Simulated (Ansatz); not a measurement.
The geometry is COD entry 1010048, unchecked; take it as a test cell. It is an old determination, and later ones may differ. The listed cell was then made from it by scaling, straining or moving an atom.

RbBr: DFT, PBEsol, PAW with Ansatz's default frozen-core files, scalar-relativistic (Ansatz 0.2.0). What sets it apart from a plain run of this crystal: equal xy, yz and zx engineering shear strains of -2 %.

Command: `ansatz run input.yaml --threads 1 --pin off --max-ram 3072MiB --backend cpu --events-out ev --progress --plain --runs-dir out` The run took 4.7 s on 1 thread of Arm Neoverse V2, with other jobs on the host, peak memory 0.38 GiB.

```yaml
crystal:
  lattice:
    - [-0.06855, 3.393225, 3.393225]
    - [3.393225, -0.06855, 3.393225]
    - [3.393225, 3.393225, -0.06855]
  atoms:
    - { symbol: Rb, position: [0.0, 0.0, 0.0] }
    - { symbol: Br, position: [0.5, 0.5, 0.5] }
kpoints:
  mp_grid: { grid: [7, 7, 7] }
scf:
  occupations: { method: fermi_dirac, width: 0.03 }
hamiltonian:
  xc: pbesol
  pseudopotentials: { kind: paw }
output:
  forces: true
  stress: true
  eigenvalues: true
  efg: { contact_densities: true }
  write_density: true
  write_potential: true
  elf: true
  volumetric_format: npy
```

Output:

```
Rb: output.efg is read without spin–orbit coupling, which moves field gradients at and beside such atoms by some per cent and up to a factor of two; PAW files take it under magnetization.noncollinear and magnetization.spin_orbit
Engine: ansatz 0.2.0
Pseudopotentials: kind: paw
Pseudopotential: Rb, paw, valence charge 9, recommended cutoff 420 eV (normal)
Pseudopotential: Br, paw, valence charge 7, recommended cutoff 420 eV (normal)
Functional definition: PBEsol
  exchange = pbesol_x
  correlation = pbesol_c
Crystal: 2 atoms, lattice volume = 80.507 Å³
Basis set: ecut = 420 eV, 1555 PW (Γ), exchange–correlation on 72×72×72 points (8 copies of the dense FFT grid, shifted against one another)
Bands: 12, of which v1, the nominal top of the filled ones, is band 8 counted from 1 (7 counted from 0)
Symmetry: 12 space group operations
Space group: R-3m (ITA 166), of the structure as read, at distance tolerance 4.3e-5 Å
k-points: 44 of 343
Non-local potential: Rb, projectors of the file, l = 0: 3, l = 1: 2, l = 2: 2
Non-local potential: Br, projectors of the file, l = 0: 2, l = 1: 2, l = 2: 2
PAW form: soft (Blöchl's): semilocal exchange-correlation on the pseudo side does not see the compensation charge
PAW frozen core: Rb, regenerated for the run's functional, and the local potential with it (the file was generated under x = pbe(κ = 0.804, μ = 0.2195149727645171), c = pbe(β = 0.06672455060314922))
PAW frozen core: Br, regenerated for the run's functional, and the local potential with it (the file was generated under x = pbe(κ = 0.804, μ = 0.2195149727645171), c = pbe(β = 0.06672455060314922))
PAW one-centre angular grid: Rb, 110 points (default); XC on 64 Gauss nodes
PAW one-centre angular grid: Br, 110 points (default); XC on 64 Gauss nodes
Initial density: superposition of atomic densities (neutral atoms: chi_scale 0, normalization atom), corrected by the library's trained network
Initial wavefunctions: pseudopotential atomic-orbital guess
Functional: x = pbesol(κ = 0.804, μ = 0.12345679012345678), c = pbesol(β = 0.046)
SCF iter   1: F=—  HF=-5956.949095 eV  |F-HF|=—  |Δ(HF+E_count)|=         —  Δρ=1.42e-3  dr2=2.45e-3  ethr=1.77e-3  ⟨swp⟩=8.0  Hψ=3801  notcnv=0
preconditioner: auto → none  [insulator: Δε(μ)=4.153 eV  Ē_g=13.218 eV  σ=0.030 eV  W_gap=1.00  n_scr=14 (ndim 8)  ℏωp=15.5 eV  f_vac=0.077  D(μ)=0.00/eV (n_scr^D=0)  ε∞_Penn≈2.4]
SCF iter   2: F=—  HF=-5956.948803 eV  |F-HF|=—  |Δ(HF+E_count)|=   2.93e-4  Δρ=6.16e-4  dr2=1.78e-4  ethr=1.53e-5  ⟨swp⟩=2.5  Hψ=1282  notcnv=0
SCF iter   3: F=—  HF=-5956.948855 eV  |F-HF|=—  |Δ(HF+E_count)|=   5.27e-5  Δρ=2.29e-4  dr2=2.78e-5  ethr=1.11e-6  ⟨swp⟩=1.8  Hψ=648  notcnv=0
SCF iter   4: F=—  HF=-5956.948869 eV  |F-HF|=—  |Δ(HF+E_count)|=   1.39e-5  Δρ=1.31e-5  dr2=7.63e-8  ethr=1.74e-7  ⟨swp⟩=2.9  Hψ=824  notcnv=0
iter 5 did not close the SCF: its close was put off for the readings that it lacked (scf_convergence_deferred on its scf_iter line)
SCF iter   5: F=-5956.948869 eV  HF=-5956.948869 eV  |F-HF|=9.94e-9  |Δ(HF+E_count)|=   1.40e-7  Δρ=3.89e-6  dr2=4.61e-9  ethr=4.77e-10  ⟨swp⟩=2.0  Hψ=874  notcnv=0
SCF iter   6: F=-5956.948869 eV  HF=-5956.948869 eV  |F-HF|=1.82e-12  |Δ(HF+E_count)|=   1.18e-8  Δρ=4.09e-7  dr2=1.00e-10  ethr=2.88e-11  ⟨swp⟩=6.2  Hψ=3338  notcnv=0
SCF 1 converged in 6 iterations: F = -5956.948869 eV  dr2 = 1.00e-10
  greatest PAW one-centre occupation: 0.973 electrons in one spin orbital (limit 2), on the Rb atom at site 0 (counted from 0), in its partial waves of l = 0
SCF converged after 6 iterations
Free energy (F): -5956.948869 eV
Harris-Foulkes:  -5956.948869 eV  (|F-HF|=1.82e-12)
Internal energy: -5956.948869 eV  (E = F + TS)
E sigma→0 (E₀):  -5956.948869 eV
Fermi energy:    3.265042 eV
--- Per-component energies (eV) ---
  E_band       = -108.392621
  E_kinetic    = 327.081885
  E_local      = -801.005928  (includes V_loc(G=0)·N_el)
  E_nonlocal   = 245.155027
  E_hartree    = 205.648801
  E_xc         = -391.674524
  E_vxc        = -241.222938  (∫ρ·V_xc dr)
  E_paw        = -4772.014907  (= ΣΔE_a)
  E_vpaw       = -49.698223  (= ΣTr[D̂ρ^β])
  E_aug_tail   = -0.000001  (compensation charges beyond the density's cutoff)
  E_ewald      = -770.355164
  E_core_change = 0.215941  (= ΣΔE_core)
  E_smearing   = -0.000000  (= −TS)
  E_closure    = 0.000000  (closes the sum)
  Σ components = -5956.948869   (vs F -5956.948869, Δ=0.00e0)
--- Forces (eV/Å), atoms counted from 1 ---
  atom   1  Rb     0.00000000     0.00000000     0.00000000
  atom   2  Br    -0.00000000     0.00000000    -0.00000000
  max |Σ_I F_I| component: 3.42e-30 eV/Å
--- Stress (GPa, compression-positive) ---
       -0.066505       0.075742       0.075742
        0.075742      -0.066505       0.075742
        0.075742       0.075742      -0.066505
  P = ⅓ Tr σ = -0.0665 GPa (-0.665 kbar)
--- PAW observables at the nuclei: V_zz in 10²¹ V/m², potentials from the cell's mean, atoms counted from 1 ---
  atom   1  Rb V_zz =    +0.441064   η = 0.0000   by run symmetry: allowed
            electrostatic potential = -5303.271356 V   contact ρ = 361342.739774 e/Å³
  atom   2  Br V_zz =    -0.495745   η = 0.0000   by run symmetry: allowed
            electrostatic potential = -4905.195928 V   contact ρ = 292707.735423 e/Å³
--- Band table (eV; the first three rows and the last of 44) ---
  k-point 0: bands = ["-23.2356", "-11.0710", "-7.3180", "-7.3180", "-7.3159", "1.1091", "1.1091", "1.1553", "5.3344", "8.2489", "8.2489", "8.4981"]
  k-point 1: bands = ["-23.2338", "-11.0794", "-7.3187", "-7.3183", "-7.3080", "0.8734", "1.0367", "1.0803", "5.8206", "8.1643", "8.4871", "8.7144"]
  k-point 2: bands = ["-23.2299", "-11.0982", "-7.3234", "-7.3201", "-7.2859", "0.4358", "0.8830", "0.9310", "6.8830", "8.1967", "9.1633", "9.3951"]
  k-point 43: bands = ["-23.2244", "-11.0886", "-7.3666", "-7.3349", "-7.3082", "0.2244", "0.7333", "0.7401", "7.8844", "8.6759", "10.1698", "10.4178"]
```
